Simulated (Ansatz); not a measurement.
# Tin, beta-Sn (white tin): convergence with Methfessel-Paxton smearing

Computed with Ansatz, r²SCAN, scalar-relativistic PAW, on the relaxed cell (a = 5.896 Å, c = 3.178 Å (c/a = 0.539); spin not included). Errors count from a run at 500 eV on a Γ-centred 18×18×12 mesh with Fermi-Dirac smearing of 0.1 eV, extrapolated to zero width. Fixed here: cutoff 500 eV, mesh 11×11×8. The SCF starts from atomic densities corrected by a trained network.

```
width (eV)  E(σ→0) error (meV/atom)  F error (meV/atom)  P (GPa)  SCF iterations
      0.01                     -4.8                -4.8    -0.03               6
      0.03                     -4.8                -4.8    -0.03               7
       0.1                     -4.8                -4.7     0.00               7
       0.2                     -4.6                -4.5    -0.02               7
       0.3                     -4.5                -4.3    -0.04               7
       0.6                     -3.7                -2.8    -0.10               7
       1.0                     -2.1                 1.1    -0.13               7
```
